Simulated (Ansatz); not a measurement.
Bi2Te2Se, 5 atoms in the cell. It takes space group R-3m (No. 166, trigonal). The conventional cell has a = 4.322 Å, b = 4.322 Å, c = 31.757 Å, α = 90.00°, β = 90.00°, γ = 120.00°. Bi (site symmetry 3m) has 3 Te at 3.05 Å and 3 Se at 3.11 Å as nearest neighbours. Te (site symmetry 3m) is surrounded by 3 Bi at 3.05 Å. Se (site symmetry -3m) has 6 Bi at 3.11 Å as nearest neighbours. The cell is a database's computed one.

- Program: Ansatz 0.2.0
- Task: relaxation of cell and atoms
- Functional: PBEsol
- Potentials or basis: Ansatz PAW
- Cutoff: 420 eV (not typed: the program's choice for these potentials)
- k mesh: 7 × 7 × 7
- Occupations: fermi-dirac, width 0.05 eV
- Spin: no spin polarisation
- Target pressure: 5 GPa
- Target pressure (GPa): 5

Potentials or basis: Ansatz PAW.

Command:

```bash
$ ansatz run input.yaml --threads 2 --pin off --max-ram 5632MiB --backend cpu --events-out ev --progress --plain --runs-dir out
```

Hardware: 2 threads of Arm Neoverse V2, with other jobs on the host.

How long does it take, and how much memory?

It took 77 s on 2 threads of Arm Neoverse V2, with other jobs on the host, peak memory 0.62 GiB. Counts: scf iterations 46, plane waves 2785, k points 44, bands 47, ion steps 7.
